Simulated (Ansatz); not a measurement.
# Na: a trigonal deformation path

One table from this session's results is given with a row withheld; the runs are named, their logs left out.

Computed with Ansatz 0.2.0 (DFT PBE, scalar-relativistic, plane waves, PAW, unless a step's input says otherwise).

### The system as given

It takes space group Im-3m (No. 229, cubic). The conventional cell has a = 4.235 Å, b = 4.235 Å, c = 4.235 Å, α = 90.00°, β = 90.00°, γ = 90.00°. Around Na (site symmetry m-3m) lie 8 Na at 3.67 Å.

As a file:

```cif
data_structure
_symmetry_space_group_name_H-M 'Im-3m'
_symmetry_Int_Tables_number 229
_cell_length_a 4.2350
_cell_length_b 4.2350
_cell_length_c 4.2350
_cell_angle_alpha 90.000
_cell_angle_beta 90.000
_cell_angle_gamma 90.000
_cell_volume 75.96
loop_
_atom_site_label
_atom_site_type_symbol
_atom_site_symmetry_multiplicity
_atom_site_Wyckoff_symbol
_atom_site_fract_x
_atom_site_fract_y
_atom_site_fract_z
_atom_site_occupancy
Na1 Na 2 a 0.00000 0.00000 0.00000 1
```

The cell is taken as given, not relaxed at this level.

The first run:

input.yaml reads:

```yaml
crystal:
  lattice:
    - [-2.1175, 2.1175, 2.1175]
    - [2.1175, -2.1175, 2.1175]
    - [2.1175, 2.1175, -2.1175]
  atoms:
    - { symbol: Na, position: [0.0, 0.0, 0.0] }
basis:
  ecutwfc: 420
kpoints:
  mp_grid: { grid: [18, 18, 18] }
hamiltonian:
  xc: pbe
scf:
  occupations: { method: gaussian, width: 0.15 }
output:
  forces: true
  stress: true
  eigenvalues: true
```

Steps of the session up to this table: Zero of the scan; Point ρ = 0.500; ρ = 2.000; Point ρ = 0.710; ρ = 1.410; ρ = 0.600; ρ = 0.850; ρ = 1.200; Point ρ = 1.700; Point ρ = 0.930; ρ = 1.080.

One of the session's tables, all rows but one given; the rest of the session is left out.

It belongs to the step «The scan collected». Collected from the runs (energy zero: the undisturbed cell):

| ρ | ΔE (meV/atom) | pressure (GPa) |
| --- | --- | --- |
| 0.500 | 804.9 | 2.9 |
| 0.600 | 386.2 | 1.2 |
| 0.710 | 152.7 | 0.4 |
| 0.850 | 29.5 | -0.1 |
| 0.930 | 5.6 | -0.2 |
| 1.000 | 0.0 | -0.2 |
| 1.080 | ? | ? |
| 1.200 | 24.6 | -0.1 |
| 1.410 | 65.6 | 0.1 |
| 1.700 | 106.0 | 0.2 |
| 2.000 | 118.9 | 0.3 |

**Question.** Estimate the row for ρ = 1.080.

Worked estimate for «ΔE (meV/atom)». A straight line through the neighbours (1.000, 0.0) and (1.200, 24.6) gives 0.0 + (24.6 − 0.0) × (1.080 − 1.000) / (1.200 − 1.000) = 9.8; a parabola fitted to 4 rows on both sides gives 8.8.

The run gave: ΔE (meV/atom): 5.5; pressure (GPa): -0.2. In «ΔE (meV/atom)» the line misses by +4.3 and the parabola by +3.3.
